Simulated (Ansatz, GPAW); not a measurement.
This is a calculation of Sb for GPAW 26.7.0 (ASE script). This isn't the form of Sb at room conditions, which is rhombohedral.

Contents of run.py:

```python
from ase import Atoms
from ase.dft.bandgap import bandgap
from ase.io import write
from ase.units import Bohr, GPa
from gpaw import GPAW, PW, setup_paths
from gpaw.elf import elf_from_dft_calculation

setup_paths.insert(0, '.')

atoms = Atoms(['Sb'],
              cell=[[-1.8713408863, 1.8713408863, 1.8713408863],
                    [1.8713408863, -1.8713408863, 1.8713408863],
                    [1.8713408863, 1.8713408863, -1.8713408863]],
              scaled_positions=[[0.0, 0.0, 0.0]],
              pbc=True)

calc = GPAW(mode=PW(600),
            xc='PBEsol',
            kpts={'size': (10, 10, 10), 'gamma': True},
            occupations={'name': 'fermi-dirac', 'width': 0.05},
            nbands=15,
            convergence={'density': 1e-05, 'energy': 1e-05},
            maxiter=150,
            txt='gpaw.txt')
atoms.calc = calc
energy = atoms.get_potential_energy()
forces = atoms.get_forces()
stress = atoms.get_stress()
calc.write('gs.gpw')
write('result.traj', atoms)
print(f'Energy: {energy:.6f} eV')
print('Forces (eV/A):')
print(forces.round(4))
print('Stress (GPa):', (stress / GPa).round(3))
print('Fermi level:', round(calc.get_fermi_level(), 4), 'eV')
print(f'Gap: {bandgap(calc)[0]:.4f} eV, direct: {bandgap(calc, direct=True)[0]:.4f} eV')

# fields on the real-space grid
write('density.cube', atoms, data=calc.get_pseudo_density() * Bohr**3)
write('potential.cube', atoms, data=calc.get_electrostatic_potential())
write('elf.cube', atoms, data=elf_from_dft_calculation(calc).data)
```

Potentials or basis: PAW data sets generated in the run's folder for this functional, pw.

Run with:

```console
$ gpaw-setup -f PBEsol Sb
$ OMP_NUM_THREADS=1 python run.py
```

Problem. Set up the same calculation for Ansatz 0.2.0. Potentials or basis there: all-electron LAPW, scalar-relativistic.

Solution. As run (cutoffs and basis follow the program's own potentials, and thresholds, step limits or extra output files can differ):

input.yaml

```yaml
crystal:
  lattice:
    - [-1.8713408863, 1.8713408863, 1.8713408863]
    - [1.8713408863, -1.8713408863, 1.8713408863]
    - [1.8713408863, 1.8713408863, -1.8713408863]
  atoms:
    - { symbol: Sb, position: [0.0, 0.0, 0.0] }
kpoints:
  mp_grid: { grid: [10, 10, 10] }
scf:
  occupations: { method: fermi_dirac, width: 0.05 }
hamiltonian:
  xc: pbesol
  pseudopotentials: { kind: all_electron, lapw: { basis_error: 0.001 } }
output:
  forces: true
  stress: true
  eigenvalues: true
  populations: true
```

Potentials or basis: all-electron LAPW, scalar-relativistic.

Command:

```bash
$ ansatz run input.yaml --threads 1 --pin off --max-ram 3072MiB --backend cpu --events-out ev --progress --plain --runs-dir out
```

Both were run:

|  | GPAW | Ansatz |
| --- | --- | --- |
| Pressure | -0.4 GPa | 0.0 GPa |

Where Ansatz's input types no cutoff or centring, it takes its own default and a Γ-centred mesh.

Pressure is positive in compression.
